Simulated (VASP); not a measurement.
VASP inputs for MgS (strained zincblende)

INCAR

```
LCHARG = .TRUE.
ALGO = Normal
EDIFF = 1E-7
NELM = 120
NBANDS = 11
LASPH = .TRUE.
SIGMA = 0.01
LWAVE = .FALSE.
METAGGA = R2SCAN
LREAL = .FALSE.
ISIF = 2
PREC = Accurate
NSW = 0
ISMEAR = 0
IBRION = -1
LELF = .TRUE.
ENCUT = 520
```

KPOINTS

```
KPOINTS created by Atomic Simulation Environment
0
Gamma
8 8 8
0 0 0
```

KPOINTS_OPT

```
special points
6
Reciprocal
0.0000000000 0.0000000000 0.0000000000 1
-0.5000000000 -0.5000000000 0.0000000000 1
-0.3750000000 -0.3750000000 0.2500000000 1
-0.3750000000 0.0000000000 0.3750000000 1
0.0000000000 0.0000000000 0.5000000000 1
-0.5000000000 -0.2500000000 0.2500000000 1
```

POSCAR

```
Mg S
 1.0000000000000000
    -0.0094362561000000    2.8214405849999999    2.8214405849999999
     2.8214405849999999   -0.0094362561000000    2.8214405849999999
     2.8214405849999999    2.8214405849999999   -0.0094362561000000
 Mg  S
   1   1
Cartesian
 -0.0017857469557495 -0.0017857469557495 -0.0017857469557495
  1.4101469754307498  1.4101469754307496  1.4101469754307496
```

VASP ran with the recommended PBE PAW datasets (8 valence electrons in the cell).

Question: Predict the results.

Answer: gap between bands v and c 4.14 eV; least direct gap 4.14 eV; pressure 0.0 GPa.

Band v is the last that the valence electrons fill when counted band by band, and c is the next. Levels in eV from the top of v:

| point | v−1 | v | c | c+1 |
| --- | --- | --- | --- | --- |
| Γ | -0.03 | 0.00 | 4.14 | 8.56 |
| X | -1.09 | -1.06 | 4.29 | 6.25 |
| K | -1.93 | -0.84 | 5.30 | 7.60 |
| L | -0.36 | -0.34 | 5.80 | 8.19 |
| W | -1.90 | -1.36 | 5.97 | 8.71 |
